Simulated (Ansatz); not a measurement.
Runs of Ansatz 0.2.0 on CuAu. Symmetry: R-3m, No. 166, trigonal system. Conventional cell: a = 2.886 Å, b = 2.886 Å, c = 12.769 Å, α = 90.00°, β = 90.00°, γ = 120.00°. Au (site symmetry -3m) is surrounded by 6 Cu at 2.70 Å and 6 Au at 2.89 Å. Cu (site symmetry -3m) has 6 Au at 2.70 Å and 6 Cu at 2.89 Å as nearest neighbours. The cell comes from a database or a generator and needn't be the stable form of this composition.

| task | level | potentials or basis | cutoff (eV) | basis error allowed | pressure (GPa) | V0 of scaled cells (Å³/atom) | B0 (GPa) |
| --- | --- | --- | --- | --- | --- | --- | --- |
| band structure | PBEsol | all-electron PAW datasets made for the crystal | 280 | - | -8.1 | - | - |
| band structure | PBEsol | all-electron LAPW, inner shells corrected to Dirac's equation | 273 | 0.001 eV/atom | (a) | - | - |
| equation of state | PBEsol | all-electron LAPW, scalar-relativistic | - | 0.0005 eV/atom | - | 14.50 | 167 |
| band structure | LDA | all-electron LAPW, scalar-relativistic | 273 | 0.001 eV/atom | -12.8 | - | - |
| equation of state | PBEsol | all-electron LAPW, scalar-relativistic | - | 0.001 eV/atom | - | 14.50 | 167 |

Alike in all rows: no spin polarisation; cell as given; k mesh 11 × 11 × 11; smearing fermi-dirac 0.05 eV.

Task: Estimate the missing entries.

Result: (a) -8.0.

Caveats: the cell was scaled at fixed shape and fractional positions, which overstates the stiffness of a crystal with free parameters, most of all of layers and chains (some runs).

Not every run made on this cell is shown here.
